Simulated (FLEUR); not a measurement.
# Nd (P6_3/mmc) in FLEUR: a series of runs

The runs below take Nd through equation of state, with r2SCAN.

Everything below comes from runs of FLEUR MaX-R8.1 (later development tree). Logs are shortened: lines on timing, memory, paths and dates and some standing lists are left out, and cuts for length are marked.

## Step 1: The undisturbed crystal

The structure is hexagonal, space group P6_3/mmc (No. 194). Conventional cell: a = 3.657 Å, b = 3.657 Å, c = 5.902 Å, α = 90.00°, β = 90.00°, γ = 120.00°. Nd (site symmetry -6m2) is surrounded by 12 Nd at 3.63 to 3.66 Å.

This isn't the form of Nd at room conditions, which is double hcp.

## Step 2: Equation of state, r2SCAN, collinear spin, ferromagnetic start, 32.13 Å³/atom (volume scaled by 0.94)

File inp.xml:

```xml
<?xml version="1.0" encoding="UTF-8" standalone="no"?>
<fleurInput fleurInputVersion="0.39">
   <comment>
      Nd                                                                                                  
   </comment>
   <calculationSetup>
      <cutoffs Kmax="4.1" Gmax="12.7" GmaxXC="12.7" numbands="0"/>
      <scfLoop itmax="60" minDistance="0.00001" maxIterBroyd="15" imix="Anderson" alpha="0.05" precondParam="0.0" spinf="2.0" sdNocoIR="T"/>
      <coreElectrons ctail="F" frcor="F" kcrel="0" coretail_lmax="0"/>
      <xcFunctional name="LibXC" relativisticCorrections="F">
         <LibXCName exchange="mgga_x_r2scan" correlation="mgga_c_r2scan"/>
         <AuxGGA exchange="117" correlation="130"/>
      </xcFunctional>
      <magnetism jspins="2"/>
      <soc l_soc="F" theta="0.0" phi="0.0" spav="F"/>
      <expertModes spex="0" secvar="F"/>
      <geometryOptimization l_f="F" forcealpha="1.0" forcemix="BFGS" epsdisp="0.00001" epsforce="0.00001"/>
      <ldaU l_linMix="F" mixParam="0.05" spinf="1.0"/>
   </calculationSetup>
   <cell>
      <bzIntegration valenceElectrons="28.0" mode="hist" fermiSmearingEnergy="0.00183747">
         <kPointListSelection listName="default-1"/>
         <!-- k-points included here -->
         <xi:include xmlns:xi="http://www.w3.org/2001/XInclude" href="kpts.xml"> </xi:include>
      </bzIntegration>
      <!-- symmetry operations included here -->
      <xi:include xmlns:xi="http://www.w3.org/2001/XInclude" href="sym.xml"> </xi:include>
      <bulkLattice scale="0.9795861087">
         <bravaisMatrix>
            <row-1>    6.9107284376621996     0.0000000000000000     0.0000000000000000</row-1>
            <row-2>   -3.4553642188310998     5.9848663855960016     0.0000000000000000</row-2>
            <row-3>    0.0000000000000000     0.0000000000000000    11.1531635873891997</row-3>
         </bravaisMatrix>
      </bulkLattice>
   </cell>
   <atomSpecies>
      <species name="Neodymium 3.000" element="Nd" atomicNumber="60">
         <mtSphere radius="2.66" gridPoints="879" logIncrement="0.015"/>
         <atomicCutoffs lmax="11" lnonsphr="8"/>
         <electronConfig flipSpins="F">
            <coreConfig>(1s1/2) (2s1/2) (2p1/2) (2p3/2) (3s1/2) (3p1/2) (3p3/2) (4s1/2) (3d3/2) (3d5/2) (4p1/2) (4p3/2) (4d3/2) (4d5/2)</coreConfig>
            <valenceConfig>(5s1/2) (5p1/2) (5p3/2) (6s1/2) (4f5/2) (4f7/2)</valenceConfig>
            <stateOccupation state="(4f5/2)" spinUp="1.2142857142857" spinDown="0.5"/>
            <stateOccupation state="(4f7/2)" spinUp="2.2857142857143" spinDown="0.0"/>
         </electronConfig>
         <energyParameters s="6" p="5" d="5" f="4"/>
         <lo type="SCLO" l="0" n="5" eDeriv="0"/>
         <lo type="HELO" l="1" n="6" eDeriv="0"/>
         <lo type="HELO" l="1" n="6" eDeriv="1"/>
         <lo type="SCLO" l="2" n="5" eDeriv="2"/>
         <lo type="SCLO" l="3" n="4" eDeriv="2"/>
      </species>
   </atomSpecies>
   <atomGroups>
      <atomGroup species="Neodymium 3.000">
         <relPos label="                   1">-1.000/3.000 1.000/3.000 -1.000/4.000</relPos>
         <relPos label="                   2">1.000/3.000 -1.000/3.000 1.000/4.000</relPos>
         <force calculate="T" relaxXYZ="TTT"/>
      </atomGroup>
   </atomGroups>
   <output dos="F" band="F" slice="F">
      <checks vchk="F" cdinf="F"/>
      <bandDOS minEnergy="-.5*Htr" maxEnergy="0.5*Htr" sigma="0.015" storeEVData="T"/>
      <vacuumDOS vacdos="F" integ="F" star="F" nstars="0" locx1="0.0" locy1="0.0" locx2="0.0" locy2="0.0" nstm="0" tworkf="0.0"/>
      <unfoldingBand unfoldBand="F" supercellX="1" supercellY="1" supercellZ="1"/>
      <plotting iplot="0" polar="F">
         <plot TwoD="T" vec1="  1.0  0.0  0.0" vec2="  0.0  1.0  0.0" vec3="  0.0  0.0  1.0" zero="  0.0  0.0  0.0" file="plot"/>
      </plotting>
      <chargeDensitySlicing numkpt="0" minEigenval="0.0" maxEigenval="0.0" nnne="0" pallst="F"/>
      <specialOutput eonly="F"/>
      <moessbauerParams electricFieldGradient="T" isomerShift="T" coreHyperfine="T" valenceHyperfine="T"/>
      <magneticCircularDichroism mcd="F" energyLo="-10.0" energyUp="0.0"/>
   </output>
  <!-- We include the file relax.xml here to enable relaxations (see documentation) -->
  <xi:include xmlns:xi="http://www.w3.org/2001/XInclude" href="relax.xml"> <xi:fallback/> </xi:include>
</fleurInput>
```

Potentials or basis: all-electron, FLAPW.

Command:

```console
inpgen -f crystal.txt -profile fastHighL
# inp.xml edited to the form shown
fleur_MPI
```

The log of the run:

```text
Welcome to FLEUR        (www.flapw.de)
      MaX-Release 8.1          (www.max-centre.eu)
 func_ids         498         497         498         497
 MetaGGA potential functional detected - V_tau will be computed
 Auxiliary Potential for radial basis: exchange=         117  correlation=         130
The functional 'Re-regularized SCAN exchange by Furness et al' is an exchange functional, it belongs to the 'MGGA' family and is defined in the reference(s):
[1] J. W. Furness, A. D. Kaplan, J. Ning, J. P. Perdew, and J. Sun.,  J. Phys. Chem. Lett. 11, 8208-8215 (2020)
[2] J. W. Furness, A. D. Kaplan, J. Ning, J. P. Perdew, and J. Sun.,  J. Phys. Chem. Lett. 11, 9248-9248 (2020)
The functional 'Re-regularized SCAN correlation by Furness et al' is a correlation functional, it belongs to the 'MGGA' family and is defined in the reference(s):
[1] J. W. Furness, A. D. Kaplan, J. Ning, J. P. Perdew, and J. Sun.,  J. Phys. Chem. Lett. 11, 8208-8215 (2020)
[2] J. W. Furness, A. D. Kaplan, J. Ning, J. P. Perdew, and J. Sun.,  J. Phys. Chem. Lett. 11, 9248-9248 (2020)
 Using same functional for VXC and EXC

 ========== k-point set info ==========
 Selected k-point list: default-1
 k-point list type: mesh
 8 x 8 x 5
 Number of k points: 30

 ------------Calculation Setup---------------------------
 Number of MPI-tasks      :            1
 Number of PE/node        :            1
 Number of OMP-threads    :            1
 Most efficient MPI parallelization for:
           1           2           3           5           6          10          15          30
 Additional eigenvalue parallelization possible
 Number of basis functions:          607
 Approximate size of matrices (H+S) per k-point:         0.005 GB
 --------------------------------------------------------
The functional 'Hammer, Hansen, and Norskov' is an exchange functional, it belongs to the 'GGA' family and is defined in the reference(s):
[1] B. Hammer, L. B. Hansen, and J. K. Nørskov.,  Phys. Rev. B 59, 7413 (1999)
The functional 'Perdew, Burke & Ernzerhof' is a correlation functional, it belongs to the 'GGA' family and is defined in the reference(s):
[1] J. P. Perdew, K. Burke, and M. Ernzerhof.,  Phys. Rev. Lett. 77, 3865 (1996)
[2] J. P. Perdew, K. Burke, and M. Ernzerhof.,  Phys. Rev. Lett. 78, 1396 (1997)
 Using same functional for VXC and EXC
 Using auxiliary GGA potential for the first iteration of MetaGGA calculation.
 Reset of history
 Reset of history
 Iteration:     1   Distance:      81.89008843 me/bohr^3
The functional 'Hammer, Hansen, and Norskov' is an exchange functional, it belongs to the 'GGA' family and is defined in the reference(s):
[1] B. Hammer, L. B. Hansen, and J. K. Nørskov.,  Phys. Rev. B 59, 7413 (1999)
The functional 'Perdew, Burke & Ernzerhof' is a correlation functional, it belongs to the 'GGA' family and is defined in the reference(s):
[1] J. P. Perdew, K. Burke, and M. Ernzerhof.,  Phys. Rev. Lett. 77, 3865 (1996)
[2] J. P. Perdew, K. Burke, and M. Ernzerhof.,  Phys. Rev. Lett. 78, 1396 (1997)
 Using same functional for VXC and EXC
 Iteration:     2   Distance:      51.38179752 me/bohr^3
The functional 'Hammer, Hansen, and Norskov' is an exchange functional, it belongs to the 'GGA' family and is defined in the reference(s):
[1] B. Hammer, L. B. Hansen, and J. K. Nørskov.,  Phys. Rev. B 59, 7413 (1999)
The functional 'Perdew, Burke & Ernzerhof' is a correlation functional, it belongs to the 'GGA' family and is defined in the reference(s):
[1] J. P. Perdew, K. Burke, and M. Ernzerhof.,  Phys. Rev. Lett. 77, 3865 (1996)
[2] J. P. Perdew, K. Burke, and M. Ernzerhof.,  Phys. Rev. Lett. 78, 1396 (1997)
 Using same functional for VXC and EXC
 Iteration:     3   Distance:      37.44301658 me/bohr^3
The functional 'Hammer, Hansen, and Norskov' is an exchange functional, it belongs to the 'GGA' family and is defined in the reference(s):
[1] B. Hammer, L. B. Hansen, and J. K. Nørskov.,  Phys. Rev. B 59, 7413 (1999)
The functional 'Perdew, Burke & Ernzerhof' is a correlation functional, it belongs to the 'GGA' family and is defined in the reference(s):
[1] J. P. Perdew, K. Burke, and M. Ernzerhof.,  Phys. Rev. Lett. 77, 3865 (1996)
[2] J. P. Perdew, K. Burke, and M. Ernzerhof.,  Phys. Rev. Lett. 78, 1396 (1997)
 Using same functional for VXC and EXC
 Iteration:     4   Distance:      33.38032241 me/bohr^3
The functional 'Hammer, Hansen, and Norskov' is an exchange functional, it belongs to the 'GGA' family and is defined in the reference(s):
[1] B. Hammer, L. B. Hansen, and J. K. Nørskov.,  Phys. Rev. B 59, 7413 (1999)
The functional 'Perdew, Burke & Ernzerhof' is a correlation functional, it belongs to the 'GGA' family and is defined in the reference(s):
[1] J. P. Perdew, K. Burke, and M. Ernzerhof.,  Phys. Rev. Lett. 77, 3865 (1996)
[2] J. P. Perdew, K. Burke, and M. Ernzerhof.,  Phys. Rev. Lett. 78, 1396 (1997)
 Using same functional for VXC and EXC
 Iteration:     5   Distance:      55.85059374 me/bohr^3
The functional 'Hammer, Hansen, and Norskov' is an exchange functional, it belongs to the 'GGA' family and is defined in the reference(s):
[1] B. Hammer, L. B. Hansen, and J. K. Nørskov.,  Phys. Rev. B 59, 7413 (1999)
The functional 'Perdew, Burke & Ernzerhof' is a correlation functional, it belongs to the 'GGA' family and is defined in the reference(s):
[1] J. P. Perdew, K. Burke, and M. Ernzerhof.,  Phys. Rev. Lett. 77, 3865 (1996)
[2] J. P. Perdew, K. Burke, and M. Ernzerhof.,  Phys. Rev. Lett. 78, 1396 (1997)
 Using same functional for VXC and EXC
 Iteration:     6   Distance:      21.84176722 me/bohr^3
The functional 'Hammer, Hansen, and Norskov' is an exchange functional, it belongs to the 'GGA' family and is defined in the reference(s):
[1] B. Hammer, L. B. Hansen, and J. K. Nørskov.,  Phys. Rev. B 59, 7413 (1999)
The functional 'Perdew, Burke & Ernzerhof' is a correlation functional, it belongs to the 'GGA' family and is defined in the reference(s):
[1] J. P. Perdew, K. Burke, and M. Ernzerhof.,  Phys. Rev. Lett. 77, 3865 (1996)
[2] J. P. Perdew, K. Burke, and M. Ernzerhof.,  Phys. Rev. Lett. 78, 1396 (1997)
 Using same functional for VXC and EXC
 Iteration:     7   Distance:      19.45012109 me/bohr^3
The functional 'Hammer, Hansen, and Norskov' is an exchange functional, it belongs to the 'GGA' family and is defined in the reference(s):
[1] B. Hammer, L. B. Hansen, and J. K. Nørskov.,  Phys. Rev. B 59, 7413 (1999)
The functional 'Perdew, Burke & Ernzerhof' is a correlation functional, it belongs to the 'GGA' family and is defined in the reference(s):
[1] J. P. Perdew, K. Burke, and M. Ernzerhof.,  Phys. Rev. Lett. 77, 3865 (1996)
[2] J. P. Perdew, K. Burke, and M. Ernzerhof.,  Phys. Rev. Lett. 78, 1396 (1997)
 Using same functional for VXC and EXC
 Iteration:     8   Distance:      22.11650489 me/bohr^3
The functional 'Hammer, Hansen, and Norskov' is an exchange functional, it belongs to the 'GGA' family and is defined in the reference(s):
[1] B. Hammer, L. B. Hansen, and J. K. Nørskov.,  Phys. Rev. B 59, 7413 (1999)
The functional 'Perdew, Burke & Ernzerhof' is a correlation functional, it belongs to the 'GGA' family and is defined in the reference(s):
[1] J. P. Perdew, K. Burke, and M. Ernzerhof.,  Phys. Rev. Lett. 77, 3865 (1996)
[2] J. P. Perdew, K. Burke, and M. Ernzerhof.,  Phys. Rev. Lett. 78, 1396 (1997)
 Using same functional for VXC and EXC
 Iteration:     9   Distance:      14.53642576 me/bohr^3
[... 169 lines left out ...]
[1] B. Hammer, L. B. Hansen, and J. K. Nørskov.,  Phys. Rev. B 59, 7413 (1999)
The functional 'Perdew, Burke & Ernzerhof' is a correlation functional, it belongs to the 'GGA' family and is defined in the reference(s):
[1] J. P. Perdew, K. Burke, and M. Ernzerhof.,  Phys. Rev. Lett. 77, 3865 (1996)
[2] J. P. Perdew, K. Burke, and M. Ernzerhof.,  Phys. Rev. Lett. 78, 1396 (1997)
 Using same functional for VXC and EXC
 Iteration:    34   Distance:       0.00064066 me/bohr^3
The functional 'Hammer, Hansen, and Norskov' is an exchange functional, it belongs to the 'GGA' family and is defined in the reference(s):
[1] B. Hammer, L. B. Hansen, and J. K. Nørskov.,  Phys. Rev. B 59, 7413 (1999)
The functional 'Perdew, Burke & Ernzerhof' is a correlation functional, it belongs to the 'GGA' family and is defined in the reference(s):
[1] J. P. Perdew, K. Burke, and M. Ernzerhof.,  Phys. Rev. Lett. 77, 3865 (1996)
[2] J. P. Perdew, K. Burke, and M. Ernzerhof.,  Phys. Rev. Lett. 78, 1396 (1997)
 Using same functional for VXC and EXC
 Iteration:    35   Distance:       0.00039299 me/bohr^3
The functional 'Hammer, Hansen, and Norskov' is an exchange functional, it belongs to the 'GGA' family and is defined in the reference(s):
[1] B. Hammer, L. B. Hansen, and J. K. Nørskov.,  Phys. Rev. B 59, 7413 (1999)
The functional 'Perdew, Burke & Ernzerhof' is a correlation functional, it belongs to the 'GGA' family and is defined in the reference(s):
[1] J. P. Perdew, K. Burke, and M. Ernzerhof.,  Phys. Rev. Lett. 77, 3865 (1996)
[2] J. P. Perdew, K. Burke, and M. Ernzerhof.,  Phys. Rev. Lett. 78, 1396 (1997)
 Using same functional for VXC and EXC
 Iteration:    36   Distance:       0.00015812 me/bohr^3
The functional 'Hammer, Hansen, and Norskov' is an exchange functional, it belongs to the 'GGA' family and is defined in the reference(s):
[1] B. Hammer, L. B. Hansen, and J. K. Nørskov.,  Phys. Rev. B 59, 7413 (1999)
The functional 'Perdew, Burke & Ernzerhof' is a correlation functional, it belongs to the 'GGA' family and is defined in the reference(s):
[1] J. P. Perdew, K. Burke, and M. Ernzerhof.,  Phys. Rev. Lett. 77, 3865 (1996)
[2] J. P. Perdew, K. Burke, and M. Ernzerhof.,  Phys. Rev. Lett. 78, 1396 (1997)
 Using same functional for VXC and EXC
 Iteration:    37   Distance:       0.00015759 me/bohr^3
The functional 'Hammer, Hansen, and Norskov' is an exchange functional, it belongs to the 'GGA' family and is defined in the reference(s):
[1] B. Hammer, L. B. Hansen, and J. K. Nørskov.,  Phys. Rev. B 59, 7413 (1999)
The functional 'Perdew, Burke & Ernzerhof' is a correlation functional, it belongs to the 'GGA' family and is defined in the reference(s):
[1] J. P. Perdew, K. Burke, and M. Ernzerhof.,  Phys. Rev. Lett. 77, 3865 (1996)
[2] J. P. Perdew, K. Burke, and M. Ernzerhof.,  Phys. Rev. Lett. 78, 1396 (1997)
 Using same functional for VXC and EXC
 Iteration:    38   Distance:       0.00005053 me/bohr^3
The functional 'Hammer, Hansen, and Norskov' is an exchange functional, it belongs to the 'GGA' family and is defined in the reference(s):
[1] B. Hammer, L. B. Hansen, and J. K. Nørskov.,  Phys. Rev. B 59, 7413 (1999)
The functional 'Perdew, Burke & Ernzerhof' is a correlation functional, it belongs to the 'GGA' family and is defined in the reference(s):
[1] J. P. Perdew, K. Burke, and M. Ernzerhof.,  Phys. Rev. Lett. 77, 3865 (1996)
[2] J. P. Perdew, K. Burke, and M. Ernzerhof.,  Phys. Rev. Lett. 78, 1396 (1997)
 Using same functional for VXC and EXC
 Iteration:    39   Distance:       0.00000594 me/bohr^3

 ********************************************************************
 Run finished successfully
 Stop message:
   all done
 ********************************************************************
```

It took 4.5 min on 1 thread of Arm Neoverse V1, shared host; peak memory 0.17 GiB.

Results:

* Free energy: -524077.4293 eV
* Band gap on the k mesh: none (metal or under the smearing width)
* Net moment: 8.22 μB per cell
* Site moments: Nd +3.56 μB
* Valence electrons inside the program's atomic spheres: Nd 11.67 (radii Nd 2.66 bohr)

Caveat: the magnetic or orbital state may not be the lowest; the meta-GGA is that of a development version, with a GGA for the radial functions and cores and without core tails; spin-orbit coupling is left out, which moves the levels of the heavy elements.

## Step 3: Equation of state, r2SCAN, collinear spin, ferromagnetic start, 32.81 Å³/atom (volume scaled by 0.96)

Edit inp.xml of step 2 so:

```diff
@@ -27,3 +27,3 @@
       <xi:include xmlns:xi="http://www.w3.org/2001/XInclude" href="sym.xml"> </xi:include>
-      <bulkLattice scale="0.9795861087">
+      <bulkLattice scale="0.9864848297">
          <bravaisMatrix>
```

Potentials or basis: all-electron, FLAPW.

Command:

```console
inpgen -f crystal.txt -profile fastHighL
# inp.xml edited to the form shown
fleur_MPI
```

Wall time 4.7 min (1 thread of Arm Neoverse V1, shared host); peak memory 0.17 GiB.

It converged, with:

```
Free energy                                           : -524077.4478 eV
Band gap on the k mesh                                : none (metal or under the smearing width)
Net moment                                            : 8.22 μB per cell
Site moments                                          : Nd +3.56 μB
Valence electrons inside the program's atomic spheres : Nd 11.65 (radii Nd 2.66 bohr)
```

Caveat: the magnetic or orbital state may not be the lowest; the meta-GGA is that of a development version, with a GGA for the radial functions and cores and without core tails; spin-orbit coupling is left out, which moves the levels of the heavy elements.
